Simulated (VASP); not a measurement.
# GaN (F-43m) in VASP: band structure with PBE

Aim: the band structure of GaN with PBE.

Program: VASP 6.6.1. These are calculated values, not measurements. Logs are shortened: lines on timing, memory, paths and dates and some standing lists are left out, and cuts for length are marked.

### 1 The structure

Symmetry: F-43m, No. 216, cubic system. Conventional cell: a = 4.577 Å, b = 4.577 Å, c = 4.577 Å, α = 90.00°, β = 90.00°, γ = 90.00°. Ga (site symmetry -43m) has 4 N at 1.98 Å as nearest neighbours. Around N (site symmetry -43m) lie 4 Ga at 1.98 Å.

The cell is a database's computed one.

### 2 Band structure, PBE

The input, POSCAR:

```
GaN                                     
1.0
    0.0000000000      2.2887133515      2.2887133515
    2.2887133515      0.0000000000      2.2887133515
    2.2887133515      2.2887133515      0.0000000000
  Ga              N             
     1     1
Direct
     0.0000000000000000    0.0000000000000000    0.0000000000000000
     0.7500000000000000    0.7500000000000000    0.7500000000000000
```

The input, INCAR.step1:

```
ALGO     = Fast           # electronic algorithm
EDIFF    = 1E-7           # SCF threshold, eV
ENCUT    = 520            # plane-wave cutoff, eV
GGA      = PE             # functional
ISIF     = 2              # what is computed and relaxed
ISMEAR   = 0              # smearing method
LASPH    = T              # aspherical terms in the spheres
LCHARG   = T              # write CHGCAR
LREAL    = F              # projectors in reciprocal space
LWAVE    = F              # write WAVECAR
NELM     = 60             # most SCF steps
PREC     = Accurate       # precision mode
SIGMA    = 0.02           # smearing width, eV
```

The input, KPOINTS.step1:

```
k-points
0
Gamma
  2 2 2
```

The input, INCAR.step2:

```
ALGO     = Fast           # electronic algorithm
EDIFF    = 1E-7           # SCF threshold, eV
ENCUT    = 520            # plane-wave cutoff, eV
GGA      = PE             # functional
ICHARG   = 11             # starting density
ISIF     = 2              # what is computed and relaxed
ISMEAR   = 0              # smearing method
LASPH    = T              # aspherical terms in the spheres
LCHARG   = F              # write CHGCAR
LREAL    = F              # projectors in reciprocal space
LWAVE    = F              # write WAVECAR
NELM     = 60             # most SCF steps
PREC     = Accurate       # precision mode
SIGMA    = 0.05           # smearing width, eV
```

The input, KPOINTS.step2:

```
path GXWKGLUWLK,UX
15
line-mode
reciprocal
 0.0000000000  0.0000000000  0.0000000000  G
 0.5000000000  0.0000000000  0.5000000000  X

 0.5000000000  0.0000000000  0.5000000000  X
 0.5000000000  0.2500000000  0.7500000000  W

 0.5000000000  0.2500000000  0.7500000000  W
 0.3750000000  0.3750000000  0.7500000000  K

 0.3750000000  0.3750000000  0.7500000000  K
 0.0000000000  0.0000000000  0.0000000000  G

 0.0000000000  0.0000000000  0.0000000000  G
 0.5000000000  0.5000000000  0.5000000000  L

 0.5000000000  0.5000000000  0.5000000000  L
 0.6250000000  0.2500000000  0.6250000000  U

 0.6250000000  0.2500000000  0.6250000000  U
 0.5000000000  0.2500000000  0.7500000000  W

 0.5000000000  0.2500000000  0.7500000000  W
 0.5000000000  0.5000000000  0.5000000000  L

 0.5000000000  0.5000000000  0.5000000000  L
 0.3750000000  0.3750000000  0.7500000000  K

 0.6250000000  0.2500000000  0.6250000000  U
 0.5000000000  0.0000000000  0.5000000000  X
```

Potentials or basis: VASP PAW PBE potentials, release 64 (Ga_d, N).

Launch:

```bash
cat potpaw_PBE.64/Ga_d/POTCAR potpaw_PBE.64/N/POTCAR > POTCAR
cp INCAR.step1 INCAR
cp KPOINTS.step1 KPOINTS
mpirun -np 1 vasp_std > vasp.out
cp INCAR.step2 INCAR
cp KPOINTS.step2 KPOINTS
mpirun -np 1 vasp_std > vasp.out
```

OUTCAR:

```text
EDIFF = 1E-7
   ENCUT = 520
   GGA = PE
   ICHARG = 11
   ISIF = 2
   ISMEAR = 0
   LASPH = T
   LREAL = F
   NELM = 60
   PREC = Accurate

 ion  position               nearest neighbor table
   1  0.000  0.000  0.000-   2 1.98   2 1.98   2 1.98   2 1.98
   2  0.750  0.750  0.750-   1 1.98   1 1.98   1 1.98   1 1.98

  LATTYP: Found a face centered cubic cell.
 ALAT       =     4.5774267030

  Lattice vectors:

 A1 = (   0.0000000000,   2.2887133515,   2.2887133515)
 A2 = (   2.2887133515,   0.0000000000,   2.2887133515)
 A3 = (   2.2887133515,   2.2887133515,   0.0000000000)

Analysis of symmetry for initial positions (statically):
=====================================================================
 Subroutine PRICEL returns:
 Original cell was already a primitive cell.

 Routine SETGRP: Setting up the symmetry group for a
 face centered cubic supercell.

 Subroutine GETGRP returns: Found 24 space group operations
 (whereof 24 operations were pure point group operations)
 out of a pool of 48 trial point group operations.

The static configuration has the point symmetry T_d .

Analysis of symmetry for dynamics (positions and initial velocities):
=====================================================================
 Subroutine PRICEL returns:
 Original cell was already a primitive cell.

 Routine SETGRP: Setting up the symmetry group for a
 face centered cubic supercell.

 Subroutine GETGRP returns: Found 24 space group operations
 (whereof 24 operations were pure point group operations)
 out of a pool of 48 trial point group operations.

The dynamic configuration has the point symmetry T_d .

 Subroutine INISYM returns: Found 24 space group operations
 (whereof 24 operations are pure point group operations),
 and found     1 'primitive' translations

----------------------------------------------------------------------------------------

                                     Primitive cell

  volume of cell :      23.9775

  direct lattice vectors                    reciprocal lattice vectors
     0.000000000  2.288713352  2.288713352    -0.218463356  0.218463356  0.218463356
     2.288713352  0.000000000  2.288713352     0.218463356 -0.218463356  0.218463356
     2.288713352  2.288713352  0.000000000     0.218463356  0.218463356 -0.218463356

  length of vectors
     3.236729462  3.236729462  3.236729462     0.378389632  0.378389632  0.378389632

  position of ions in fractional coordinates (direct lattice)
     0.000000000  0.000000000  0.000000000
     0.750000000  0.750000000  0.750000000

  ion indices of the primitive-cell ions
   primitive index   ion index
                 1           1
                 2           2

----------------------------------------------------------------------------------------

 KPOINTS: path GXWKGLUWLK,UX

Interpolating k-points between supplied coordinates.

 Line segments in fractional coordinates (reciprocal lattice):
    0.000000  0.000000  0.000000  ...  0.500000  0.000000  0.500000
    0.500000  0.000000  0.500000  ...  0.500000  0.250000  0.750000
    0.500000  0.250000  0.750000  ...  0.375000  0.375000  0.750000
    0.375000  0.375000  0.750000  ...  0.000000  0.000000  0.000000
    0.000000  0.000000  0.000000  ...  0.500000  0.500000  0.500000
    0.500000  0.500000  0.500000  ...  0.625000  0.250000  0.625000
    0.625000  0.250000  0.625000  ...  0.500000  0.250000  0.750000
    0.500000  0.250000  0.750000  ...  0.500000  0.500000  0.500000
    0.500000  0.500000  0.500000  ...  0.375000  0.375000  0.750000
    0.625000  0.250000  0.625000  ...  0.500000  0.000000  0.500000

 Generated    15 points on each line segment, for a total of    150 k-points:

 Following reciprocal coordinates:
            Coordinates               Weight
  0.000000  0.000000  0.000000      0.006667
  0.035714  0.000000  0.035714      0.006667
  0.071429  0.000000  0.071429      0.006667
  0.107143  0.000000  0.107143      0.006667
  0.142857  0.000000  0.142857      0.006667
  0.178571  0.000000  0.178571      0.006667
[... 16 lines left out ...]
  0.500000  0.125000  0.625000      0.006667
  0.500000  0.142857  0.642857      0.006667
 [... further k-points ...]
   k-points           NKPTS =    150   k-points in BZ     NKDIM =    150   number of bands    NBANDS=     13
   number of dos      NEDOS =    301   number of ions     NIONS =      2
   total plane-waves  NPLWV =  13824
   dimension x,y,z NGX =    24 NGY =   24 NGZ =   24
   dimension x,y,z NGXF=    48 NGYF=   48 NGZF=   48
   ions per type =               1   1
   NGX,Y,Z   is equivalent  to a cutoff of  12.33, 12.33, 12.33 a.u.
   NGXF,Y,Z  is equivalent  to a cutoff of  24.65, 24.65, 24.65 a.u.
 SYSTEM =  unknown system
   PREC   = accura    normal or accurate (medium, high low for compatibility)
   ISTART =      0    job   : 0-new  1-cont  2-samecut
   ICHARG =     11    charge: 1-file 2-atom 10-const
   ISPIN  =      1    spin polarized calculation?
   LNONCOLLINEAR =      F non collinear calculations
   LSORBIT =      F    spin-orbit coupling
   LASPH  =      T    aspherical Exc in radial PAW
   ENCUT  =  520.0 eV  38.22 Ry    6.18 a.u.   6.02  6.02  6.02*2*pi/ulx,y,z
   NELM   =     60;   NELMIN=  2; NELMDL=  0     # of ELM steps
   EDIFF  = 0.1E-06   stopping-criterion for ELM
   LREAL  =      F    real-space projection
   EDIFFG = 0.1E-05   stopping-criterion for IOM
   NSW    =      0    number of steps for IOM
   IBRION =     -1    ionic relax: 0-MD 1-quasi-New 2-CG
   NFREE  =      0    steps in history (QN), initial steepest desc. (CG)
   ISIF   =      2    stress and relaxation
   ISYM   =      2    0-nonsym 1-usesym 2-fastsym
   POTIM  = 0.5000    time-step for ionic-motion
   TEBEG  =    0.0;   TEEND  =   0.0 temperature during run
   PSTRESS=    0.0 pullay stress
   NELECT =      18.0000    total number of electrons
   NUPDOWN=      -1.0000    fix difference up-down
   EMIN   =  10.00;   EMAX   =-10.00  energy-range for DOS
   EFERMI =   0.00;   METHOD = LEGACY
   ISMEAR =     0;   SIGMA  =   0.05  broadening in eV -4-tet -1-fermi 0-gaus
   EFERMI_NEDOS =   21; number of points for ismear=-14 and -15
   IALGO  =     68    algorithm
   IMIX   =      4    mixing-type and parameters
     AMIX     =   0.40;   BMIX     =  1.00
     AMIX_MAG =   1.60;   BMIX_MAG =  1.00
  volume/ion in A,a.u.               =      11.99        80.90
  Fermi-wavevector in a.u.,A,eV,Ry     =   1.487868  2.811662 30.119894  2.213750
  Thomas-Fermi vector in A             =   2.600974
   LORBIT       =      0    0 simple, 1 ext, 2 COOP (PROOUT), +10 PAW based schemes
   GGA     = PE    functional components
   LHFCALC =     F    Hartree Fock is set to
   AEXX    =    0.0000 exact exchange contribution
   IVDW    =     0    specifies the selected vdW correction
   LEPSILON=     F    determine dielectric tensor
   LRPA    =     F    only Hartree local field effects (RPA)
 non-spin polarized calculation
 RMM-DIIS sequential band-by-band and
 Gauss-broadening in eV      SIGMA  =   0.05
  energy-cutoff  :      520.00
  volume of cell :       23.98
 maximum number of plane-waves:       660

 number of electron      17.9999982 magnetization

 Free energy of the ion-electron system (eV)
  ---------------------------------------------------
  ext. energy  EPLUGINS =         0.00000000
  ---------------------------------------------------
  free energy    TOTEN  =       -12.58438520 eV

  energy without entropy =      -12.58438520  energy(sigma->0) =      -12.58438520

 E-fermi :   5.6520     XC(G=0): -11.2599

 val. band max:        5.4219502916   @ k =   0.0000   0.0000   0.0000
 cond. band min:       6.5950463140   @ k =   0.0000   0.0000   0.0000
 fundamental gap:      1.1730960224
 Fermi energy:         5.6520049864

 k-point     1 :       0.0000    0.0000    0.0000
  band No.  band energies     occupation
      1     -10.2952      2.00000
      2      -8.6986      2.00000
      3      -8.6986      2.00000
      4      -8.6986      2.00000
      5      -8.4431      2.00000
      6      -8.4431      2.00000
      7       5.4219      2.00000
      8       5.4220      2.00000
      9       5.4220      2.00000
     10       6.5950      0.00000
     11      14.8431      0.00000
     12      14.8431      0.00000
     13      14.8431      0.00000

 k-point     2 :       0.0357    0.0000    0.0357
  band No.  band energies     occupation
      1     -10.2782      2.00000
      2      -8.6957      2.00000
      3      -8.6957      2.00000
      4      -8.6921      2.00000
      5      -8.4443      2.00000
      6      -8.4422      2.00000
      7       5.1475      2.00000
      8       5.3779      2.00000
      9       5.3779      2.00000
     10       6.8751      0.00000
     11      14.7220      0.00000
     12      14.8901      0.00000
     13      14.8901      0.00000

 k-point     3 :       0.0714    0.0000    0.0714
  band No.  band energies     occupation
      1     -10.2290      2.00000
      2      -8.6874      2.00000
      3      -8.6874      2.00000
      4      -8.6715      2.00000
      5      -8.4477      2.00000
      6      -8.4398      2.00000
      7       4.6267      2.00000
      8       5.2504      2.00000
      9       5.2504      2.00000
     10       7.4090      0.00000
     11      14.3922      0.00000
     12      15.0272      0.00000
     13      15.0272      0.00000
[... 305 lines left out ...]
 k-point    23 :       0.5000    0.1250    0.6250
  band No.  band energies     occupation
      1      -9.6525      2.00000
      2      -8.6022      2.00000
      3      -8.5064      2.00000
      4      -8.4455      2.00000
      5      -8.3953      2.00000
      6      -6.2227      2.00000
      7      -0.6851      2.00000
      8       2.1942      2.00000
      9       2.2299      2.00000
     10       9.5324      0.00000
     11      12.2031      0.00000
     12      16.4946      0.00000
     13      16.9022      0.00000

 k-point    24 :       0.5000    0.1429    0.6429
  band No.  band energies     occupation
      1      -9.6508      2.00000
      2      -8.5963      2.00000
      3      -8.5189      2.00000
      4      -8.4446      2.00000
      5      -8.4003      2.00000
      6      -6.1961      2.00000
      7      -0.6388      2.00000
      8       2.0913      2.00000
      9       2.1195      2.00000
     10       9.8478      0.00000
     11      12.3984      0.00000
     12      16.4326      0.00000
     13      16.5067      0.00000

 [... further k-points ...]

------------------------ aborting loop because EDIFF is reached ----------------------------------------

  FORCE on cell =-STRESS in cart. coord.  units (eV):
  Direction    XX          YY          ZZ          XY          YZ          ZX
  --------------------------------------------------------------------------------------
  -------------------------------------------------------------------------------------
  Total       -1.2360988     -1.2360988     -1.2360988     -0.0000000     -0.0000000      0.0000000
  in kB      -82.5961011    -82.5961011    -82.5961011     -0.0000000     -0.0000000      0.0000000
  external PRESSURE =     -82.5961011 kB  Pullay stress =       0.0000000 kB

 VOLUME and BASIS-vectors are now :
 -----------------------------------------------------------------------------
  energy-cutoff  :      520.00
  volume of cell :       23.98
      direct lattice vectors                 reciprocal lattice vectors
     0.000000000  2.288713352  2.288713352    -0.218463356  0.218463356  0.218463356
     2.288713352  0.000000000  2.288713352     0.218463356 -0.218463356  0.218463356
     2.288713352  2.288713352  0.000000000     0.218463356  0.218463356 -0.218463356

 POSITION                                       TOTAL-FORCE (eV/Angst)
 -----------------------------------------------------------------------------------
      0.00000      0.00000      0.00000         0.000000      0.000000      0.000000
      3.43307      3.43307      3.43307        -0.000000     -0.000000     -0.000000
 -----------------------------------------------------------------------------------
    total drift:                               -0.000001     -0.000001     -0.000001

  FREE ENERGIE OF THE ION-ELECTRON SYSTEM (eV)
  ---------------------------------------------------
  free  energy   TOTEN  =       -12.5843851978 eV

  energy  without entropy=      -12.5843851978  energy(sigma->0) =      -12.58438520
```

Run time: 28 s. Hardware: 1 thread of AMD EPYC 7R43 (Zen 3), shared host; peak memory 0.14 GiB.

Results:

```
Band gap on the k mesh  : 1.17 eV, direct
Band gap along the path : 1.17 eV, direct
```

Levels at the corners of the path, in eV from the valence-band top:
| point | band 5 | band 6 | band 7 | band 8 | band 9 | band 10 | band 11 | band 12 | band 13 |
| --- | --- | --- | --- | --- | --- | --- | --- | --- | --- |
| Γ | -13.87 | -13.87 | 0.00 | 0.00 | 0.00 | 1.17 | 9.42 | 9.42 | 9.42 |
| X | -13.80 | -11.77 | -6.29 | -2.70 | -2.70 | 2.84 | 5.95 | 11.30 | 13.18 |
| X | -13.80 | -11.77 | -6.29 | -2.70 | -2.70 | 2.84 | 5.95 | 11.30 | 13.18 |
| W | -13.85 | -11.53 | -5.87 | -3.71 | -3.66 | 5.84 | 7.71 | 9.42 | 10.74 |
| W | -13.85 | -11.53 | -5.87 | -3.71 | -3.66 | 5.84 | 7.71 | 9.42 | 10.74 |
| K | -13.83 | -11.64 | -6.03 | -4.26 | -2.18 | 4.46 | 7.26 | 10.62 | 12.06 |
| K | -13.83 | -11.64 | -6.03 | -4.26 | -2.18 | 4.46 | 7.26 | 10.62 | 12.06 |
| Γ | -13.87 | -13.87 | 0.00 | 0.00 | 0.00 | 1.17 | 9.42 | 9.42 | 9.42 |
| Γ | -13.87 | -13.87 | 0.00 | 0.00 | 0.00 | 1.17 | 9.42 | 9.42 | 9.42 |
| L | -13.82 | -12.30 | -7.09 | -0.97 | -0.97 | 3.93 | 8.37 | 9.56 | 9.56 |
| L | -13.82 | -12.30 | -7.09 | -0.97 | -0.97 | 3.93 | 8.37 | 9.56 | 9.56 |
| U | -13.83 | -11.64 | -6.03 | -4.26 | -2.18 | 4.46 | 7.26 | 10.62 | 12.06 |
| U | -13.83 | -11.64 | -6.03 | -4.26 | -2.18 | 4.46 | 7.26 | 10.62 | 12.08 |
| W | -13.85 | -11.53 | -5.87 | -3.71 | -3.66 | 5.84 | 7.71 | 9.42 | 10.74 |
| W | -13.85 | -11.53 | -5.87 | -3.71 | -3.66 | 5.84 | 7.71 | 9.42 | 10.74 |
| L | -13.82 | -12.30 | -7.09 | -0.97 | -0.97 | 3.93 | 8.37 | 9.56 | 9.56 |
| L | -13.82 | -12.30 | -7.09 | -0.97 | -0.97 | 3.93 | 8.37 | 9.56 | 9.56 |
| K | -13.83 | -11.64 | -6.03 | -4.26 | -2.18 | 4.46 | 7.26 | 10.62 | 12.06 |
| U | -13.83 | -11.64 | -6.03 | -4.26 | -2.18 | 4.46 | 7.26 | 10.62 | 12.06 |
| X | -13.80 | -11.77 | -6.29 | -2.70 | -2.70 | 2.84 | 5.95 | 11.30 | 13.18 |

Caveat: the k mesh is coarse (spacing up to 1.19 Å⁻¹), so the values aren't converged; the log is that of the step along the path at fixed density, whose energy, stress, charges and moments have no meaning.
